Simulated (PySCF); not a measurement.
# Pb (Fm-3m) in PySCF: further runs

Aim: see how the results for Pb move with the level of theory and the settings. Levels: r2SCAN, HF, PBE0, B3LYP, r2SCAN0, r2SCANh. Tasks: atomic charges.

Everything below comes from runs of PySCF 2.14.0. Logs are shortened: lines on timing, memory, paths and dates and some standing lists are left out, and cuts for length are marked.

## (1) The crystal as given

It takes space group Fm-3m (No. 225, cubic). Conventional cell: a = 4.950 Å, b = 4.950 Å, c = 4.950 Å, α = 90.00°, β = 90.00°, γ = 90.00°. Pb (site symmetry m-3m) is surrounded by 12 Pb at 3.50 Å.

## (2) Atomic charges, r2SCAN

Contents of run.py:

```python
import json
import numpy as np
from pyscf.pbc import gto, scf, dft, df
from pyscf.pbc.tools import pyscf_ase
from ase import Atoms

atoms = Atoms(['Pb'],
              cell=[[0.0, 2.47502, 2.47502], [2.47502, 0.0, 2.47502], [2.47502, 2.47502, 0.0]],
              scaled_positions=[[0.0, 0.0, 0.0]],
              pbc=True)
cell = pyscf_ase.cell_from_ase(atoms)
cell.basis = 'DZVP-MOLOPT-HYB-GTH-q4'
cell.pseudo = 'GTH-HYB-q4'
cell.ke_cutoff = 50  # hartree
cell.exp_to_discard = 0.02
cell.precision = 1e-08
cell.max_memory = 5040  # MB
cell.verbose = 4
cell.build()

res = {}
kpts = cell.make_kpts([3, 3, 3])
mf = dft.KRKS(cell, kpts, xc='r2scan')
mf = mf.density_fit()
mf.with_df._cderi = 'cderi.h5'  # three-centre integrals saved by an earlier run on this cell, basis and mesh
mf.grids = dft.gen_grid.UniformGrids(cell)
mf = mf.smearing(sigma=0.00183747, method='fermi')  # hartree
mf.conv_tol = 1e-07
mf.max_cycle = 60

mf.kernel()
res.update(converged=bool(mf.converged), e_tot=mf.e_tot, nelec=cell.nelectron, nao=cell.nao, mesh=list(map(int, cell.mesh)), a=cell.lattice_vectors().tolist(), coords=cell.atom_coords().tolist(),
           mo_energy=[np.real(x).tolist() for x in mf.mo_energy], mo_occ=[np.real(x).tolist() for x in mf.mo_occ])
res.update(e_free=mf.e_free, e_zero=mf.e_zero)
res.update(kpts=cell.get_scaled_kpts(kpts).tolist())
res['parts'] = {k: float(np.real(v)) for k, v in mf.scf_summary.items() if np.isscalar(v)}
json.dump(res, open('results.json', 'w'))
if not mf.converged:
    raise SystemExit('SCF not converged')

print('levels (eV)')
for i, kp in enumerate(res['kpts'][:40]):
    print('k %7.4f %7.4f %7.4f  ' % tuple(kp), ' '.join('%.3f' % (x * 27.211386) for x in res['mo_energy'][i][:7]))

# Mulliken populations
dm, s = np.asarray(mf.make_rdm1()), np.asarray(mf.get_ovlp())
sites = cell.aoslice_by_atom()[:, 2:]
tot = np.einsum('kij,kji->i', dm, s).real / len(kpts)
res['mulliken'] = [cell.atom_charge(i) - tot[a0:a1].sum() for i, (a0, a1) in enumerate(sites)]
print('Mulliken charges', np.round(res['mulliken'], 5))
res['meta_lowdin'] = mf.mulliken_meta()[1].tolist()
res['done'] = True
json.dump(res, open('results.json', 'w'))
```

Potentials or basis: DZVP-MOLOPT-HYB/GTH-HYB (UZH) (potentials made for PBE0).

Launch:

```sh
$ OMP_NUM_THREADS=4 python -u run.py > log
```

The program printed:

```text
Discarded 0 diffused primitive functions, 0 contracted functions

PySCF version 2.14.0

[INPUT] verbose = 4
[INPUT] num. atoms = 1
[INPUT] num. electrons = 4
[INPUT] charge = 0
[INPUT] spin (= nelec alpha-beta = 2S) = 0
[INPUT] symmetry False subgroup None
[INPUT] Mole.unit = angstrom
[INPUT] Symbol           X                Y                Z      unit          X                Y                Z       unit  Magmom
[INPUT]  1 Pb     0.000000000000   0.000000000000   0.000000000000 AA    0.000000000000   0.000000000000   0.000000000000 Bohr   0.0

nuclear repulsion = -3.92110694027915
number of shells = 3
number of NR pGTOs = 36
number of NR cGTOs = 13
basis = DZVP-MOLOPT-HYB-GTH-q4
ecp = {}
lattice vectors  a1 [0.000000000, 4.677109953, 4.677109953]
                 a2 [4.677109953, 0.000000000, 4.677109953]
                 a3 [4.677109953, 4.677109953, 0.000000000]
dimension = 3
low_dim_ft_type = None
Cell volume = 204.627
exp_to_discard = 0.02
rcut = 30.09256160124976 (nimgs = [6 6 6])
precision = 1e-08
pseudo = GTH-HYB-q4
ke_cutoff = 50
    = [23 23 23] mesh (12167 PWs)

******** <class 'pyscf.pbc.scf.smearing.SmearingKRKS'> ********
method = SmearingKRKS
initial guess = minao
damping factor = 0
level_shift factor = 0
DIIS = <class 'pyscf.scf.diis.CDIIS'>
diis_start_cycle = 1
diis_space = 8
diis_damp = 0
SCF conv_tol = 1e-07
SCF conv_tol_grad = None
SCF max_cycles = 60
direct_scf = True
direct_scf_tol = 1e-13

******** PBC SCF flags ********
N kpts = 27
Exchange divergence treatment (exxdiv) = ewald
    madelung (= occupied orbital energy shift) = 0.16337945584496488
    Total energy shift due to Ewald probe charge = -1/2 * Nelec*madelung = -0.32675891169
Smearing method = fermi
DF object = <pyscf.pbc.df.df.GDF object>
XC functionals = r2scan
small_rho_cutoff = 0
Uniform grid, mesh = [23 23 23]
Set gradient conv threshold to 0.000316228

******** <class 'pyscf.pbc.df.rsdf_builder._RSNucBuilder'> ********
mesh = [11 11 11] (1331 PWs)
ke_cutoff = 11.279363544375046
omega = 0.42513025744766303
exclude_d_aux = False
exclude_dd_block = True
j2c_eig_always = False
has_long_range = True
nelec by numeric integration = 3.99991235774843
init E= -3.60142375003352
    sigma = 0.00183747  Optimized mu = 0.153871809792  entropy = 0.619272444661
nelec by numeric integration = 3.9999999999999796
    Total E(T) = -3.53743749708242  Free energy = -3.53857539162131  E0 = -3.53800644435187
cycle= 1 E= -3.53743749708242  delta_E= 0.064  |g|= 0.294  |ddm|= 8.38
    sigma = 0.00183747  Optimized mu = 0.156091528028  entropy = 0.567155047378
nelec by numeric integration = 3.9999999999999796
    Total E(T) = -3.53850369796572  Free energy = -3.53954582835063  E0 = -3.53902476315818
cycle= 2 E= -3.53850369796572  delta_E= -0.00107  |g|= 0.0342  |ddm|= 1.22
    sigma = 0.00183747  Optimized mu = 0.156575486206  entropy = 0.554307365575
nelec by numeric integration = 3.9999999999999796
    Total E(T) = -3.538550142419  Free energy = -3.53956866557403  E0 = -3.53905940399651
cycle= 3 E= -3.538550142419  delta_E= -4.64e-05  |g|= 0.000577  |ddm|= 0.22
    sigma = 0.00183747  Optimized mu = 0.156570928828  entropy = 0.553591994056
nelec by numeric integration = 3.9999999999999796
    Total E(T) = -3.53855146033674  Free energy = -3.53956866901806  E0 = -3.5390600646774
cycle= 4 E= -3.53855146033674  delta_E= -1.32e-06  |g|= 1.94e-05  |ddm|= 0.003
    sigma = 0.00183747  Optimized mu = 0.156570672851  entropy = 0.553526654195
nelec by numeric integration = 3.9999999999999796
    Total E(T) = -3.53855158043021  Free energy = -3.5395686690515  E0 = -3.53906012474086
cycle= 5 E= -3.53855158043021  delta_E= -1.2e-07  |g|= 2.21e-06  |ddm|= 0.000252
    sigma = 0.00183747  Optimized mu = 0.156570797847  entropy = 0.553515081605
nelec by numeric integration = 3.999999999999979
    Total E(T) = -3.53855160169513  Free energy = -3.53956866905213  E0 = -3.53906013537363
cycle= 6 E= -3.53855160169513  delta_E= -2.13e-08  |g|= 1.15e-07  |ddm|= 4.55e-05
    sigma = 0.00183747  Optimized mu = 0.156570800419  entropy = 0.553515048911
nelec by numeric integration = 3.9999999999999787
    Total E(T) = -3.5385516017552  Free energy = -3.53956866905213  E0 = -3.53906013540367
Extra cycle  E= -3.5385516017552  delta_E= -6.01e-11  |g|= 5.11e-09  |ddm|= 3.07e-07
converged SCF energy = -3.5385516017552
levels (eV)
k  0.0000  0.0000  0.0000   -6.621 14.588 14.588 14.588 20.604 20.604 20.604
k  0.0000  0.0000  0.3333   -4.392 4.274 12.790 12.790 17.924 20.282 20.282
k  0.0000  0.0000  0.6667   -4.392 4.274 12.790 12.790 17.924 20.282 20.282
k -0.0000  0.3333  0.0000   -4.392 4.274 12.790 12.790 17.924 20.282 20.282
k -0.0000  0.3333  0.3333   -3.606 6.039 9.277 9.277 13.803 14.143 33.325
k -0.0000  0.3333  0.6667   -1.488 3.878 4.099 10.088 14.493 24.605 26.946
[... 19 lines left out ...]
k  0.6667  0.6667  0.3333   -1.488 3.878 4.099 10.088 14.493 24.605 26.946
k  0.6667  0.6667  0.6667   -4.392 4.274 12.790 12.790 17.924 20.282 20.282
Mulliken charges [-0.]
 ** Mulliken pop on meta-lowdin orthogonal AOs **
 ** Mulliken pop  **
pop of  0 Pb 6s           1.74891
pop of  0 Pb 7s           0.04451
pop of  0 Pb 6px          0.73403
pop of  0 Pb 6py          0.73403
pop of  0 Pb 6pz          0.73403
pop of  0 Pb 7px          0.00046
pop of  0 Pb 7py          0.00046
pop of  0 Pb 7pz          0.00046
pop of  0 Pb 6dxy         0.00052
pop of  0 Pb 6dyz         0.00052
pop of  0 Pb 6dz^2        0.00078
pop of  0 Pb 6dxz         0.00052
pop of  0 Pb 6dx2-y2      0.00078
 ** Mulliken atomic charges  **
charge of    0Pb =     -0.00000
```

Run time: 7.9 s. Hardware: 4 threads of Arm Neoverse V2, shared host; peak memory 0.39 GiB.

What came out:

```
Free energy            : -96.3166 eV
Band gap on the k mesh : none (metal or under the smearing width)
```

Caveat: the k mesh is coarse (spacing up to 0.73 Å⁻¹), so the values aren't converged; the basis of atomic orbitals isn't converged, which shifts pressures, moduli and gaps. The run has no spin-orbit coupling, so splittings on Pb are missing.

## (3) Atomic charges, HF

Changes to run.py since step 2:

```diff
@@ -22,6 +22,5 @@
 kpts = cell.make_kpts([3, 3, 3])
-mf = dft.KRKS(cell, kpts, xc='r2scan')
+mf = scf.KRHF(cell, kpts, exxdiv='ewald')
 mf = mf.density_fit()
 mf.with_df._cderi = 'cderi.h5'  # three-centre integrals saved by an earlier run on this cell, basis and mesh
-mf.grids = dft.gen_grid.UniformGrids(cell)
 mf = mf.smearing(sigma=0.00183747, method='fermi')  # hartree
```

Potentials or basis: DZVP-MOLOPT-HYB/GTH-HYB (UZH) (potentials made for PBE0).

Launch:

```sh
$ OMP_NUM_THREADS=4 python -u run.py > log
```

Run time: 12 s. Hardware: 4 threads of Arm Neoverse V2, shared host; peak memory 0.19 GiB.

It converged, with:

```yaml
Free_energy: -92.1629 eV
Band_gap_on_the_k_mesh: none (metal or under the smearing width)
```

Levels at points of the mesh, in eV from the Fermi level:
| k point | band 1 | band 2 | band 3 | band 4 | band 5 |
| --- | --- | --- | --- | --- | --- |
| (0.00, 0.00, 0.00) | -17.17 | 14.22 | 14.22 | 14.22 | 20.11 |

Caveat: the k mesh is coarse (spacing up to 0.73 Å⁻¹), so the values aren't converged, least of all with exact exchange; on so small a mesh gaps with full-range exact exchange can be off by tenths of an eV to over 1 eV; the basis of atomic orbitals isn't converged, which shifts pressures, moduli and gaps. The run has no spin-orbit coupling, so splittings on Pb are missing.

## (4) Atomic charges, PBE0

Changes to run.py since step 3:

```diff
@@ -22,5 +22,6 @@
 kpts = cell.make_kpts([3, 3, 3])
-mf = scf.KRHF(cell, kpts, exxdiv='ewald')
+mf = dft.KRKS(cell, kpts, xc='pbe0', exxdiv='ewald')
 mf = mf.density_fit()
 mf.with_df._cderi = 'cderi.h5'  # three-centre integrals saved by an earlier run on this cell, basis and mesh
+mf.grids = dft.gen_grid.UniformGrids(cell)
 mf = mf.smearing(sigma=0.00183747, method='fermi')  # hartree
```

Launch:

```sh
$ OMP_NUM_THREADS=4 python -u run.py > log
```

It took 15 s on 4 threads of Arm Neoverse V2, shared host; peak memory 0.38 GiB.

It converged, with:

| Quantity | Value |
| --- | --- |
| Free energy | -96.4764 eV |
| Band gap on the k mesh | none (metal or under the smearing width) |

Levels at points of the mesh, in eV from the Fermi level:
```csv
k point,band 1,band 2,band 3,band 4,band 5
"(0.00, 0.00, 0.00)",-11.96,10.91,10.91,10.91,16.62
```

Caveat: the k mesh is coarse (spacing up to 0.73 Å⁻¹), so the values aren't converged, least of all with exact exchange; on so small a mesh gaps with full-range exact exchange can be off by tenths of an eV to over 1 eV; the basis of atomic orbitals isn't converged, which shifts pressures, moduli and gaps. The run has no spin-orbit coupling, so splittings on Pb are missing.

[end of part 1 of 2]
